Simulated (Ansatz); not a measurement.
## Li under changes of volume

One of the cells (21.609 Å³/atom); the others are scaled copies at fixed shape and fractional positions:

```
CELL_PARAMETERS angstrom
-1.75465 1.75465 1.75465
1.75465 -1.75465 1.75465
1.75465 1.75465 -1.75465
ATOMIC_POSITIONS crystal
Li 0.00000 0.00000 0.00000
```

```yaml
Program: Ansatz 0.2.0
Functional: LDA
Potentials_or_basis: all-electron LAPW, scalar-relativistic
Cutoff: 68 eV (chosen from the basis error)
Basis_error_allowed: 0.001 eV/atom
k_mesh: 11 × 11 × 11
Occupations: fermi-dirac, width 0.05 eV
Spin: no spin polarisation
```

```tsv
volume (Å³/atom)	energy over the lowest point (meV/atom)	pressure (GPa)
20.312	0.00	-0.9
20.744	2.78	-1.1
21.177	6.16	-1.4
21.609	?	?
22.041	14.58	-1.7
22.473	19.53	-1.9
22.905	24.86	-2.1
```

Question: What does the run at 21.609 Å³/atom give?

Answer: Energy over the lowest point 10.12 meV/atom; pressure -1.6 GPa.

Worked out: A Birch-Murnaghan fit of order 3 (a polynomial in V^(-2/3)) to the other rows has no minimum within the range. It gives 10.12 meV/atom at 21.609 Å³/atom, against the run's 10.12, and -dE/dV = -1.6 GPa, against -1.6.

Energies are extrapolated to zero smearing.
